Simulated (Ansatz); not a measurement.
Input and command of a plane-wave DFT calculation in Ansatz:

```yaml
crystal:
  lattice:
    - [5.1423511994, 0.0, 0.0001215027]
    - [0.0, 3.1649848006, 0.0]
    - [-0.0035856898, 0.0, 5.4784941377]
  atoms:
    - { symbol: Al, position: [0.0006034227, 0.5030309248, 0.6673576245] }
    - { symbol: Ga, position: [0.499116703, 0.496225947, 0.3349195796] }
    - { symbol: Ga, position: [0.4990273845, 0.0331755148, 0.8315570005] }
    - { symbol: Ga, position: [0.9998617813, -0.030970863, 0.1661805284] }
    - { symbol: "N", position: [0.1196687538, 0.474937834, 0.3400974154] }
    - { symbol: "N", position: [0.1176459792, 0.0030642626, 0.8263760592] }
    - { symbol: "N", position: [0.6204436392, -0.0029910332, 0.1662162869] }
    - { symbol: "N", position: [0.6312323464, 0.5269625462, 0.6672965055] }
basis:
  ecutwfc: 420
kpoints:
  mp_grid: { grid: [6, 8, 6] }
hamiltonian:
  xc: pbesol
scf:
  occupations: { method: gaussian, width: 0.05 }
output:
  forces: true
  stress: true
  eigenvalues: true
```

```bash
ansatz run input.yaml --threads 2 --pin off --max-ram 5120MiB --backend cpu --events-out ev --progress --plain --runs-dir out
```

Processor: AMD EPYC 7R43 64-Core Processor (Zen 3), 2 threads, on a host shared with other jobs.

Problem. Estimate time, memory and problem size.

Solution. About 17 s on 2 threads of AMD EPYC 7R43 64-Core Processor (Zen 3), with other jobs on the host, peak memory 0.68 GiB. It solves 39 bands at 148 k points (the mesh reduced by symmetry) with about 1749 plane waves, in 7 SCF iterations.
